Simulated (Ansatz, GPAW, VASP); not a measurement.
## Y: 4 runs at one level of theory

```xyz
2
Lattice="3.6474 0.0000 0.0000 -1.8237 3.1587 0.0000 0.0000 0.0000 5.7306" Properties=species:S:1:pos:R:3 pbc="T T T"
Y     1.8237    1.0529    4.2980
Y     0.0000    2.1058    1.4326
```

Alike in all runs: task band structure; functional LDA; k mesh 8 × 8 × 5; occupations fermi-dirac, width 0.05 eV; no spin polarisation; no spin-orbit coupling. LDA stands for any of its common fits. Pressure is positive in compression and, in plane waves, holds the error of the finite cutoff, which Ansatz's Pulay term estimates and takes out.

```json
{"program and potentials": "Ansatz, Ansatz PAW", "plane-wave cutoff (eV)": "420", "notes": "potentials made for PBE, which Ansatz adapts in part", "pressure (GPa)": "-3.77"}
{"program and potentials": "Ansatz, all-electron LAPW, scalar-relativistic", "plane-wave cutoff (eV)": "-", "notes": "-", "pressure (GPa)": "-3.77"}
{"program and potentials": "GPAW, the program's PAW data sets (release 1.2.1) made for this functional", "plane-wave cutoff (eV)": "600", "notes": "-", "pressure (GPa)": "-3.84"}
{"program and potentials": "VASP, LDA PAW files Y_sv, 520 eV", "plane-wave cutoff (eV)": "520", "notes": "-", "pressure (GPa)": "-3.87"}
```

The pressure spans -3.87 (VASP, LDA PAW files Y_sv, 520 eV) to -3.77 GPa (Ansatz, all-electron LAPW, scalar-relativistic), with all-electron results at -3.77.

The functional is the same throughout but for its coding, so the spread measures potentials, basis and numerics; runs on potential files found faulty are left out.
